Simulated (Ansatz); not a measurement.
Method: DFT PBE, scalar-relativistic, plane waves, PAW in Ansatz 0.2.0.

Cutoff 420 eV; k points 8×8×8 on the computed 2-atom cell (Γ-centred); Gaussian smearing, width 0.02 eV; no spin polarisation.

```xyz
2
Lattice="-0.2071 2.7092 2.5959 2.6028 -0.1007 2.4896 2.5021 2.5021 0.0000" Properties=species:S:1:pos:R:3 pbc="T T T"
Li    0.1733   -0.1733    0.0982
Cl    2.2756    2.7286    2.4446
```

(1) Is this geometry at equilibrium? Which atom feels the largest force?

(2) Give all forces and the stress.

## Answers

(1) It isn't. Atom 2 (Cl) feels (0.15, -0.15, 0.11) eV/Å, 0.234 eV/Å in size, and symmetry-related atoms feel the same size.

(2)
```csv
atom,Fx,Fy,Fz
Li1,-0.146,0.146,-0.109
Cl2,0.146,-0.146,0.109
```
Stress (GPa, compression positive):
```
 1.94  2.24  0.93
 2.24  1.94 -0.93
 0.93 -0.93 -0.04
```